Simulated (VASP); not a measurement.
# Sc (Fm-3m) in VASP: single point with r2SCAN

Aim: the single point of Sc with r2SCAN.

Everything below comes from runs of VASP 6.6.1. Logs are shortened: lines on timing, memory, paths and dates and some standing lists are left out, and cuts for length are marked.

### 1 Starting point

Symmetry: Fm-3m, No. 225, cubic system. The conventional cell has a = 4.565 Å, b = 4.565 Å, c = 4.565 Å, α = 90.00°, β = 90.00°, γ = 90.00°. Around Sc (site symmetry m-3m) lie 12 Sc at 3.23 Å.

This isn't the form of Sc at room conditions, which is hcp.

### 2 Single point, r2SCAN

Input file INCAR:

```
PREC = Accurate
ENCUT = 520
EDIFF = 1E-6
ISMEAR = -5
SIGMA = 0.1
LREAL = F
LASPH = T
NELM = 80
ALGO = Normal
ISIF = 2
LWAVE = F
LCHARG = T
METAGGA = R2SCAN
LMIXTAU = T
LELF = T
LVHAR = T
NBANDS = 12
```

Input file KPOINTS:

```
regular mesh
0
Gamma
  10 10 10
```

Input file POSCAR:

```
Sc
1.0
    0.0000000000      2.2823230000      2.2823230000
    2.2823230000      0.0000000000      2.2823230000
    2.2823230000      2.2823230000      0.0000000000
Sc
1
Direct
    0.0000000000      0.0000000000      0.0000000000
```

Potentials or basis: VASP PAW PBE potentials, release 64 (Sc_sv).

Run with:

```bash
cat potpaw_PBE.64/Sc_sv/POTCAR > POTCAR
mpirun -np 1 vasp_std > vasp.out
```

OUTCAR:

```text
PREC = Accurate
   ENCUT = 520
   EDIFF = 1E-6
   ISMEAR = -5
   LREAL = F
   LASPH = T
   NELM = 80
   ISIF = 2
   METAGGA = R2SCAN

 ion  position               nearest neighbor table
   1  0.000  0.000  0.000-

  LATTYP: Found a face centered cubic cell.
 ALAT       =     4.5646460000

  Lattice vectors:

 A1 = (   0.0000000000,   2.2823230000,   2.2823230000)
 A2 = (   2.2823230000,   0.0000000000,   2.2823230000)
 A3 = (   2.2823230000,   2.2823230000,   0.0000000000)

Analysis of symmetry for initial positions (statically):
=====================================================================
 Subroutine PRICEL returns:
 Original cell was already a primitive cell.

 Routine SETGRP: Setting up the symmetry group for a
 face centered cubic supercell.

 Subroutine GETGRP returns: Found 48 space group operations
 (whereof 48 operations were pure point group operations)
 out of a pool of 48 trial point group operations.

The static configuration has the point symmetry O_h .

Analysis of symmetry for dynamics (positions and initial velocities):
=====================================================================
 Subroutine PRICEL returns:
 Original cell was already a primitive cell.

 Routine SETGRP: Setting up the symmetry group for a
 face centered cubic supercell.

 Subroutine GETGRP returns: Found 48 space group operations
 (whereof 48 operations were pure point group operations)
 out of a pool of 48 trial point group operations.

The dynamic configuration has the point symmetry O_h .

 Subroutine INISYM returns: Found 48 space group operations
 (whereof 48 operations are pure point group operations),
 and found     1 'primitive' translations

----------------------------------------------------------------------------------------

                                     Primitive cell

  volume of cell :      23.7772

  direct lattice vectors                    reciprocal lattice vectors
     0.000000000  2.282323000  2.282323000    -0.219075039  0.219075039  0.219075039
     2.282323000  0.000000000  2.282323000     0.219075039 -0.219075039  0.219075039
     2.282323000  2.282323000  0.000000000     0.219075039  0.219075039 -0.219075039

  length of vectors
     3.227692140  3.227692140  3.227692140     0.379449098  0.379449098  0.379449098

  position of ions in fractional coordinates (direct lattice)
     0.000000000  0.000000000  0.000000000

  ion indices of the primitive-cell ions
   primitive index   ion index
                 1           1

----------------------------------------------------------------------------------------

 KPOINTS: regular mesh

Automatic generation of k-mesh.
 Grid dimensions read from file:
 generate k-points for:   10   10   10

 Generating k-lattice:

  Cartesian coordinates                     Fractional coordinates (reciprocal lattice)
    -0.021907504  0.021907504  0.021907504     0.100000000  0.000000000  0.000000000
     0.021907504 -0.021907504  0.021907504     0.000000000  0.100000000  0.000000000
     0.021907504  0.021907504 -0.021907504     0.000000000  0.000000000  0.100000000

  Length of vectors
     0.037944910  0.037944910  0.037944910

  Shift w.r.t. Gamma in fractional coordinates (k-lattice)
     0.000000000  0.000000000  0.000000000

 TETIRR: Found    148 inequivalent tetrahedra from     6000

 Subroutine IBZKPT returns following result:
 ===========================================

 Found     47 irreducible k-points:

 Following reciprocal coordinates:
            Coordinates               Weight
  0.000000  0.000000  0.000000      1.000000
  0.100000  0.000000  0.000000      8.000000
  0.200000  0.000000  0.000000      8.000000
  0.300000  0.000000  0.000000      8.000000
  0.400000  0.000000  0.000000      8.000000
  0.500000  0.000000  0.000000      4.000000
[... 16 lines left out ...]
  0.300000  0.300000  0.000000      6.000000
  0.400000  0.300000  0.000000     24.000000
 [... further k-points ...]
   k-points           NKPTS =     47   k-points in BZ     NKDIM =     47   number of bands    NBANDS=     12
   number of dos      NEDOS =    301   number of ions     NIONS =      1
   total plane-waves  NPLWV =  13824
   dimension x,y,z NGX =    24 NGY =   24 NGZ =   24
   dimension x,y,z NGXF=    48 NGYF=   48 NGZF=   48
   ions per type =               1
   NGX,Y,Z   is equivalent  to a cutoff of  12.36, 12.36, 12.36 a.u.
   NGXF,Y,Z  is equivalent  to a cutoff of  24.72, 24.72, 24.72 a.u.
 SYSTEM =  unknown system
   PREC   = accura    normal or accurate (medium, high low for compatibility)
   ISTART =      0    job   : 0-new  1-cont  2-samecut
   ICHARG =      2    charge: 1-file 2-atom 10-const
   ISPIN  =      1    spin polarized calculation?
   LNONCOLLINEAR =      F non collinear calculations
   LSORBIT =      F    spin-orbit coupling
   LASPH  =      T    aspherical Exc in radial PAW
   ENCUT  =  520.0 eV  38.22 Ry    6.18 a.u.   6.00  6.00  6.00*2*pi/ulx,y,z
   NELM   =     80;   NELMIN=  2; NELMDL= -5     # of ELM steps
   EDIFF  = 0.1E-05   stopping-criterion for ELM
   LREAL  =      F    real-space projection
   EDIFFG = 0.1E-04   stopping-criterion for IOM
   NSW    =      0    number of steps for IOM
   IBRION =     -1    ionic relax: 0-MD 1-quasi-New 2-CG
   NFREE  =      0    steps in history (QN), initial steepest desc. (CG)
   ISIF   =      2    stress and relaxation
   ISYM   =      2    0-nonsym 1-usesym 2-fastsym
   POTIM  = 0.5000    time-step for ionic-motion
   TEBEG  =    0.0;   TEEND  =   0.0 temperature during run
   PSTRESS=    0.0 pullay stress
   NELECT =      11.0000    total number of electrons
   NUPDOWN=      -1.0000    fix difference up-down
   EMIN   =  10.00;   EMAX   =-10.00  energy-range for DOS
   EFERMI =   0.00;   METHOD = LEGACY
   ISMEAR =    -5;   SIGMA  =   0.10  broadening in eV -4-tet -1-fermi 0-gaus
   EFERMI_NEDOS =   21; number of points for ismear=-14 and -15
   IALGO  =     38    algorithm
   IMIX   =      4    mixing-type and parameters
     AMIX     =   0.40;   BMIX     =  1.00
     AMIX_MAG =   1.60;   BMIX_MAG =  1.00
  volume/ion in A,a.u.               =      23.78       160.46
  Fermi-wavevector in a.u.,A,eV,Ry     =   1.266150  2.392677 21.812000  1.603137
  Thomas-Fermi vector in A             =   2.399366
   LORBIT       =      0    0 simple, 1 ext, 2 COOP (PROOUT), +10 PAW based schemes
   METAGGA = R2SCAN    functional components
   LHFCALC =     F    Hartree Fock is set to
   AEXX    =    0.0000 exact exchange contribution
   IVDW    =     0    specifies the selected vdW correction
   LEPSILON=     F    determine dielectric tensor
   LRPA    =     F    only Hartree local field effects (RPA)
 non-spin polarized calculation
 Fermi weights with tetrahedron method with Bloechl corrections
  energy-cutoff  :      520.00
  volume of cell :       23.78
 maximum number of plane-waves:       656
   NGX = 13   NGY = 13   NGZ = 13

 number of electron      10.9999996 magnetization

 Free energy of the ion-electron system (eV)
  ---------------------------------------------------
  ext. energy  EPLUGINS =         0.00000000
  ---------------------------------------------------
  free energy    TOTEN  =       -11.28225844 eV

  energy without entropy =      -11.28225844  energy(sigma->0) =      -11.28225844

 E-fermi :   3.9762     XC(G=0): -10.7678

 val. band max:        4.0273986212   @ k =  -0.4000   0.4000   0.2000
 cond. band min:       3.9833539608   @ k =   0.5000   0.1000   0.0000
 fundamental gap:     -0.0440446605
 Fermi energy:         3.9762065933

 k-point     1 :       0.0000    0.0000    0.0000
  band No.  band energies     occupation
      1     -47.4406      2.00000
      2     -24.8535      2.00000
      3     -24.8535      2.00000
      4     -24.8535      2.00000
      5      -1.6419      2.00000
      6       5.8565      0.00000
      7       5.8565      0.00000
      8       5.8565      0.00000
      9       7.3897      0.00000
     10       7.3897      0.00000
     11      17.1723      0.00000
     12      21.0321      0.00000

 k-point     2 :       0.1000    0.0000    0.0000
  band No.  band energies     occupation
      1     -47.4337      2.00000
      2     -24.8995      2.00000
      3     -24.8592      2.00000
      4     -24.8592      2.00000
      5      -1.3685      2.00000
      6       5.6427      0.00000
      7       5.9528      0.00000
      8       5.9528      0.00000
      9       7.3211      0.00000
     10       7.3211      0.00000
     11      17.3912      0.00000
     12      19.2528      0.00000

 k-point     3 :       0.2000    0.0000    0.0000
  band No.  band energies     occupation
      1     -47.4157      2.00000
      2     -25.0185      2.00000
      3     -24.8742      2.00000
      4     -24.8742      2.00000
      5      -0.5964      2.00000
      6       5.1402      0.00000
      7       6.0943      0.00000
      8       6.0943      0.00000
      9       7.2972      0.00000
     10       7.2972      0.00000
     11      16.3694      0.00000
     12      18.0528      0.00000

 k-point     4 :       0.3000    0.0000    0.0000
  band No.  band energies     occupation
      1     -47.3932      2.00000
      2     -25.1625      2.00000
      3     -24.8927      2.00000
      4     -24.8926      2.00000
      5       0.5149      2.00000
      6       4.6076      0.00000
      7       5.9999      0.00000
      8       6.0000      0.00000
      9       7.6347      0.00000
     10       7.6348      0.00000
     11      14.1097      0.00000
     12      17.5379      0.00000

 k-point     5 :       0.4000    0.0000    0.0000
  band No.  band energies     occupation
      1     -47.3750      2.00000
      2     -25.2768      2.00000
      3     -24.9075      2.00000
      4     -24.9074      2.00000
      5       1.6238      2.00000
      6       4.2390      0.00000
      7       5.8104      0.00000
      8       5.8105      0.00000
      9       8.1144      0.00000
     10       8.1144      0.00000
     11      12.2733      0.00000
     12      16.8337      0.00000
[... 228 lines left out ...]
      1     -47.3682      2.00000
      2     -25.2086      2.00000
      3     -25.0241      2.00000
      4     -24.9134      2.00000
      5       2.0175      2.00000
      6       4.2775     -0.14571
      7       5.0246      0.00000
      8       6.3999      0.00000
      9       7.4212      0.00000
     10       8.9747      0.00000
     11      13.1389      0.00000
     12      15.2222      0.00000

 k-point    22 :      -0.2000    0.2000    0.0000
  band No.  band energies     occupation
      1     -47.3855      2.00000
      2     -25.1393      2.00000
      3     -24.9804      2.00000
      4     -24.8902      2.00000
      5       0.9140      2.00000
      6       4.5711      0.00000
      7       5.4841      0.00000
      8       6.5811      0.00000
      9       6.8098      0.00000
     10       8.3854      0.00000
     11      15.1477      0.00000
     12      15.6303      0.00000

 k-point    23 :       0.3000    0.3000    0.0000
  band No.  band energies     occupation
      1     -47.3777      2.00000
      2     -25.1470      2.00000
      3     -24.9607      2.00000
      4     -24.9606      2.00000
      5       1.0877      2.00000
      6       4.0786      0.38124
      7       5.6140      0.00000
      8       7.2384      0.00000
      9       7.2384      0.00000
     10       7.9950      0.00000
     11      16.5650      0.00000
     12      16.5650      0.00000

 k-point    24 :       0.4000    0.3000    0.0000
  band No.  band energies     occupation
      1     -47.3634      2.00000
      2     -25.2075      2.00000
      3     -24.9938      2.00000
      4     -24.9789      2.00000
      5       1.8304      2.00000
      6       3.8170      1.81000
      7       5.3156      0.00000
      8       7.3847      0.00000
      9       7.9362      0.00000
     10       8.2839      0.00000
     11      14.5421      0.00000
     12      15.7490      0.00000

 [... further k-points ...]

------------------------ aborting loop because EDIFF is reached ----------------------------------------

  FORCE on cell =-STRESS in cart. coord.  units (eV):
  Direction    XX          YY          ZZ          XY          YZ          ZX
  --------------------------------------------------------------------------------------
  -------------------------------------------------------------------------------------
  Total        0.4698619      0.4698619      0.4698619      0.0000000      0.0000000      0.0000000
  in kB       31.6606267     31.6606267     31.6606267      0.0000000      0.0000000      0.0000000
  external PRESSURE =      31.6606267 kB  Pullay stress =       0.0000000 kB

 VOLUME and BASIS-vectors are now :
 -----------------------------------------------------------------------------
  energy-cutoff  :      520.00
  volume of cell :       23.78
      direct lattice vectors                 reciprocal lattice vectors
     0.000000000  2.282323000  2.282323000    -0.219075039  0.219075039  0.219075039
     2.282323000  0.000000000  2.282323000     0.219075039 -0.219075039  0.219075039
     2.282323000  2.282323000  0.000000000     0.219075039  0.219075039 -0.219075039

 POSITION                                       TOTAL-FORCE (eV/Angst)
 -----------------------------------------------------------------------------------
      0.00000      0.00000      0.00000        -0.000000      0.000000      0.000000
 -----------------------------------------------------------------------------------
    total drift:                                0.000000      0.000000     -0.000000

  FREE ENERGIE OF THE ION-ELECTRON SYSTEM (eV)
  ---------------------------------------------------
  free  energy   TOTEN  =       -11.2822584356 eV

  energy  without entropy=      -11.2822584356  energy(sigma->0) =      -11.28225844
```

Wall time 26 s (1 thread of Intel Xeon 6975P-C (Granite Rapids), shared host); peak memory 0.14 GiB.

Results:

| Property | Result |
| --- | --- |
| Free energy | -11.2823 eV |
| Pressure | 3.2 GPa |
| Band gap on the k mesh | none (metal or under the smearing width) |

Caveat: the PAW data sets were made with another functional, which shifts forces and pressure a little; tetrahedron occupations give inexact forces and stress in metals.
